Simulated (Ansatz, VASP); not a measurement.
Two plane-wave programs on GaSb

INCAR

```
PREC     = Accurate       # precision mode
ENCUT    = 520            # plane-wave cutoff, eV
EDIFF    = 1E-8           # SCF threshold, eV
ISMEAR   = -1             # smearing method
SIGMA    = 0.08           # smearing width, eV
LREAL    = F              # projectors in reciprocal space
LASPH    = T              # aspherical terms in the spheres
NELM     = 80             # most SCF steps
ALGO     = Normal         # electronic algorithm
ISIF     = 2              # what is computed and relaxed
LWAVE    = F              # write WAVECAR
LCHARG   = F              # write CHGCAR
GGA      = PE             # functional
LEFG     = T            
NBANDS   = 16             # bands
```

The input KPOINTS:

```
Automatic mesh
0
Gamma
  9 9 9
```

The input POSCAR:

```
GaSb
1.0
    0.0000000000      3.1388332053      3.1388332053
    3.1388332053      0.0000000000      3.1388332053
    3.1388332053      3.1388332053      0.0000000000
Ga Sb
1 1
Direct
    0.0000000000      0.0000000000      0.0000000000
    0.2500000000      0.2500000000      0.2500000000
```

Input for Ansatz:

```yaml
crystal:
  lattice:
    - [0.0, 3.1388332053, 3.1388332053]
    - [3.1388332053, 0.0, 3.1388332053]
    - [3.1388332053, 3.1388332053, 0.0]
  atoms:
    - { symbol: Ga, position: [0.0, 0.0, 0.0] }
    - { symbol: Sb, position: [0.25, 0.25, 0.25] }
kpoints:
  mp_grid: { grid: [9, 9, 9] }
scf:
  occupations: { method: fermi_dirac, width: 0.08 }
hamiltonian:
  xc: pbe
  pseudopotentials: { kind: paw }
output:
  forces: true
  stress: true
  eigenvalues: true
  efg: { contact_densities: true }
```

Change from the starting cell: volume scaled by 1.03, PAW files.

Alike in both runs: task electric field gradients; functional PBE; k mesh 9 × 9 × 9; occupations fermi-dirac, width 0.08 eV; no spin polarisation.

|  | VASP | Ansatz |
| --- | --- | --- |
| version | VASP 6.6.1 | Ansatz 0.2.0 |
| potentials or method | VASP PAW PBE potentials, release 64 (Ga_d, Sb) | PAW with Ansatz's default frozen-core files, scalar-relativistic |
| plane-wave cutoff (eV) | 520 | 420 |
| valence electrons in the cell | 18 | 28 |

VASP gave:

| Item | Value |
| --- | --- |
| pressure (GPa) | -1.2 |
| Vzz of the field gradient on the site that differs most (V/Å²) | 0.0 |

Estimate Ansatz's values.

pressure (GPa): -1.3; Vzz of the field gradient on the site that differs most (V/Å²): 0.0.

The two sets of potentials don't hold the same shells in valence. Ansatz warned: «gradients_without_spin_orbit».

Spin-orbit coupling is left out, which matters for the levels of Sb.
